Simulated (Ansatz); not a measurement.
# PbO2 (Fm-3m) in Ansatz: phonons with PBE

Aim: the phonons of PbO2 with PBE.

All numbers are computed with Ansatz 0.2.0; they aren't measurements. Logs are shortened: lines on timing, memory, paths and dates and some standing lists are left out, and cuts for length are marked.

**1. The structure**

It takes space group Fm-3m (No. 225, cubic). The conventional cell has a = 5.404 Å, b = 5.404 Å, c = 5.404 Å, α = 90.00°, β = 90.00°, γ = 90.00°. Pb (site symmetry m-3m) is surrounded by 8 O at 2.34 Å. O (site symmetry -43m) has 4 Pb at 2.34 Å as nearest neighbours.

The cell comes from a database or a generator and needn't be the stable form of this composition.

**2. Phonons, PBE**

Contents of input.yaml:

```yaml
crystal:
  lattice:
    - [0.0, 2.701992, 2.701992]
    - [2.701992, 0.0, 2.701992]
    - [2.701992, 2.701992, 0.0]
  atoms:
    - { symbol: Pb, position: [0.0, 0.0, 0.0] }
    - { symbol: O, position: [0.75, 0.75, 0.75] }
    - { symbol: O, position: [0.25, 0.25, 0.25] }
hamiltonian:
  xc: pbe
  pseudopotentials: { kind: paw }
kpoints:
  mp_grid: { grid: [8, 8, 8] }
scf:
  occupations: { method: fermi_dirac, width: 0.05 }
phonons:
  method: dfpt
```

Potentials or basis: Ansatz PAW.

On the command line:

```sh
$ ansatz run input.yaml --threads 2 --pin off --max-ram 5632MiB --backend cpu --events-out ev --progress --plain --runs-dir out
```

Output:

```text
Warning: RAYON_NUM_THREADS=2 ignored (pool sized by the plan → 2); use --threads N
zone centre: on kpoints.mp_grid the ground state, and the responses unless they are solved on pairs of k-points, stand on 59 of the mesh's 512 k-points, reduced under 8 symmetry operations, with k and −k counted as one. Each operation leaves every solved displacement unchanged or reverses it
Engine: ansatz 0.2.0, x86_64-unknown-linux-gnu
Pseudopotentials: kind: paw
Pseudopotential: Pb, paw, valence charge 14, recommended cutoff 420 eV (normal), Pb.paw.azcp
Pseudopotential: O, paw, valence charge 6, recommended cutoff 420 eV (normal), O.paw.azcp
Functional definition: PBE
  parameter kappa = 0.804
  parameter beta = 0.06672455060314922
  exchange = pbe_x(kappa = kappa, mu = beta*pi^2/3)
  correlation = pbe_c(beta = beta)
Crystal: 3 atoms, lattice volume = 39.453 Å³
Basis set: ecut = 420 eV, 749 PW (Γ), exchange–correlation on 54×54×54 points (8 copies of the dense FFT grid, shifted against one another)
Bands: 17, of which v1, the nominal top of the filled ones, is band 13 counted from 1 (12 counted from 0)
Symmetry: 48 space group operations
k-points: 59 of 512 (irreducible under 8 space group operations, time reversal used)
Non-local potential: Pb, projectors of the file, l = 0: 2, l = 1: 2, l = 2: 2, l = 3: 2
Non-local potential: O, projectors of the file, l = 0: 2, l = 1: 2, l = 2: 1
PAW form: soft (Blöchl's): semilocal exchange-correlation on the pseudo side does not see the compensation charge
PAW one-centre angular grid: Pb, 590 points (default); XC on 64 Gauss nodes
PAW one-centre angular grid: O, 110 points (default); XC on 64 Gauss nodes
Initial density: superposition of atomic densities (neutral atoms: chi_scale 0, normalization atom), corrected by the library's trained network
Initial wavefunctions: pseudopotential atomic-orbital guess
Functional: x = pbe(κ = 0.804, μ = 0.2195149727645171), c = pbe(β = 0.06672455060314922)
SCF iter   1: F=—  HF=-13038.401629 eV  |F-HF|=—  |Δ(HF+E_count)|=         —  Δρ=2.34e-3  dr2=2.02e-3  ethr=1.77e-3  ⟨swp⟩=6.1  Hψ=5394  notcnv=0
preconditioner: auto → Kerker (q_TF=auto, 2.545 Å⁻¹)  [metal: Δε(μ)=0.044 eV  Ē_g=16.681 eV  σ=0.050 eV  W_gap=0.21  n_scr=14 (ndim 8)  ℏωp=30.1 eV  f_vac=0.058  D(μ)=0.77/eV (n_scr^D=0)]
SCF iter   2: F=—  HF=-13038.399490 eV  |F-HF|=—  |Δ(HF+E_count)|=   2.14e-3  Δρ=1.35e-3  dr2=6.93e-4  ethr=7.75e-6  ⟨swp⟩=2.1  Hψ=2310  notcnv=0
SCF iter   3: F=—  HF=-13038.399570 eV  |F-HF|=—  |Δ(HF+E_count)|=   8.04e-5  Δρ=8.07e-4  dr2=1.79e-4  ethr=2.67e-6  ⟨swp⟩=2.0  Hψ=1702  notcnv=0
SCF iter   4: F=—  HF=-13038.399520 eV  |F-HF|=—  |Δ(HF+E_count)|=   4.99e-5  Δρ=2.24e-4  dr2=1.12e-5  ethr=6.90e-7  ⟨swp⟩=2.0  Hψ=1354  notcnv=0
SCF iter   5: F=—  HF=-13038.399520 eV  |F-HF|=—  |Δ(HF+E_count)|=   2.12e-7  Δρ=8.21e-5  dr2=3.17e-6  ethr=4.30e-8  ⟨swp⟩=2.7  Hψ=1575  notcnv=0
SCF iter   6: F=—  HF=-13038.399518 eV  |F-HF|=—  |Δ(HF+E_count)|=   2.18e-6  Δρ=1.68e-5  dr2=1.96e-7  ethr=1.22e-8  ⟨swp⟩=2.5  Hψ=1673  notcnv=0
SCF iter   7: F=—  HF=-13038.399519 eV  |F-HF|=—  |Δ(HF+E_count)|=   6.48e-7  Δρ=8.11e-6  dr2=3.21e-8  ethr=7.53e-10  ⟨swp⟩=2.7  Hψ=1748  notcnv=0
SCF iter   8: F=—  HF=-13038.399519 eV  |F-HF|=—  |Δ(HF+E_count)|=   4.10e-8  Δρ=1.98e-6  dr2=1.32e-9  ethr=1.23e-10  ⟨swp⟩=2.0  Hψ=1559  notcnv=0
SCF iter   9: F=—  HF=-13038.399519 eV  |F-HF|=—  |Δ(HF+E_count)|=   5.50e-9  Δρ=3.19e-7  dr2=2.71e-11  ethr=5.06e-12  ⟨swp⟩=2.2  Hψ=1758  notcnv=0
SCF iter  10: F=-13038.399519 eV  HF=-13038.399519 eV  |F-HF|=1.09e-11  |Δ(HF+E_count)|=  1.51e-10  Δρ=4.93e-8  dr2=4.89e-13  ethr=1.00e-12  ⟨swp⟩=7.4  Hψ=5574  notcnv=0
SCF 1 converged in 10 iterations: F = -13038.399519 eV  dr2 = 4.89e-13
DFPT response loops at Γ: preconditioner auto → Kerker (q_TF=auto, 2.545 Å⁻¹) (partly filled bands, converged f_vac=0.061); β = 1.00, the filter's whole step (`scf.mixing.beta` (0.50) is not read by the response loops under this deck's `scf.mixing.preconditioner`; to damp them name `kerker` or `kerker_dos`, under which they read `scf.mixing.beta`, and type it under 1.00, their step now; both keys bind the ground state too); Broyden in place of MSR1
SCF converged after 10 iterations
Free energy (F): -13038.399519 eV
Harris-Foulkes:  -13038.399519 eV  (|F-HF|=1.09e-11)
Internal energy: -13038.392712 eV  (E = F + TS)
E sigma→0 (E₀):  -13038.396115 eV
Entropy (-TS):   -0.006807 eV (-2.269 meV/atom)
Fermi energy:    9.617730 eV
--- Per-component energies (eV) ---
  E_band       = -5.537842
  E_kinetic    = 638.661699
  E_local      = -1506.809173  (includes V_loc(G=0)·N_el)
  E_nonlocal   = 451.335514
  E_hartree    = 574.502035
  E_xc         = -363.444695
  E_vxc        = -315.215244  (∫ρ·V_xc dr)
  E_paw        = -10732.038750  (= ΣΔE_a)
  E_vpaw       = -422.519556  (= ΣTr[D̂ρ^β])
  E_aug_tail   = 0.004844  (compensation charges beyond the density's cutoff)
  E_ewald      = -2100.604185
  E_smearing   = -0.006807  (= −TS)
  E_closure    = -0.000000  (closes the sum)
  Σ components = -13038.399519   (vs F -13038.399519, Δ=0.00e0)
--- Band table (eV; the first three rows and the last of 59) ---
  k-point 0: bands = ["-8.8658", "-6.0613", "-6.0387", "-6.0387", "-6.0387", "-5.8060", "-5.8060", "6.9233", "7.6697", "7.6697", "7.6697", "8.4326", "8.4326", "8.4326", "16.6424", "16.6424", "16.6424"]
  k-point 1: bands = ["-8.7423", "-6.7167", "-6.0205", "-6.0205", "-5.8070", "-5.8070", "-5.3685", "5.8179", "7.4130", "7.5392", "7.5392", "8.4077", "8.4077", "9.5928", "16.3478", "16.9600", "16.9600"]
  k-point 2: bands = ["-8.4492", "-7.1947", "-5.9861", "-5.9861", "-5.7990", "-5.7990", "-4.8588", "4.4010", "6.9722", "7.2501", "7.2501", "8.3364", "8.3364", "10.9621", "16.2310", "17.7766", "17.7766"]
  k-point 58: bands = ["-7.8454", "-7.8454", "-5.8789", "-5.7862", "-5.7861", "-4.8908", "-4.8908", "1.5998", "4.8795", "7.0739", "7.0739", "9.2445", "9.6429", "11.8822", "18.1554", "18.1554", "18.8483"]
--- Phonons (Γ-DFPT): 2 representative perturbations + reference, on 59 of 512 k-points (Σ response iterations 7) ---
  k mesh reduced under 8 symmetry operations, with k and −k counted as one. Each operation leaves every solved displacement unchanged or reverses it
  ASR residual: 6.200e-5 → 0.000e0 eV/Å²; symmetrization residual: 4.878e-6 eV/Å²
  ASR residual per site (eV/Å²): 6.20e-5 1.03e-5 1.03e-5
  Γ frequencies (cm⁻¹): 0.00 0.00 0.00 243.78 243.78 243.78 414.07 414.07 414.07
  non-analytic LO–TO correction: not included (Born effective charges unavailable; polar crystals: no LO–TO splitting at Γ)
```

It took 4.8 s on 2 threads of Intel Xeon Platinum 8488C (Sapphire Rapids), shared host; peak memory 0.52 GiB.

Results:

- Free energy: -13038.3995 eV
- Band gap on the k mesh: none (metal or under the smearing width)
- Highest phonon frequency at Γ: 414 cm⁻¹

Levels at points of the mesh, in eV from the Fermi level:
```csv
k point,band 10,band 11,band 12,band 13,band 14,band 15,band 16,band 17
"(0.00, 0.00, 0.00)",-1.95,-1.95,-1.19,-1.19,-1.19,7.02,7.02,7.02
"(0.00, 0.00, -0.50)",-2.74,-2.74,-1.39,-1.39,2.59,7.16,9.53,9.53
"(0.00, -0.50, -0.50)",-4.44,-0.23,-0.13,-0.13,1.70,6.22,9.47,10.83
"(-0.50, 0.00, -0.50)",-4.44,-0.23,-0.13,-0.13,1.70,6.22,9.47,10.83
```

Phonon frequencies in cm⁻¹ (negative: imaginary):
```tsv
q point	frequencies
(0.000, 0.000, 0.000)	0 0 0 244 244 244 414 414 414
```
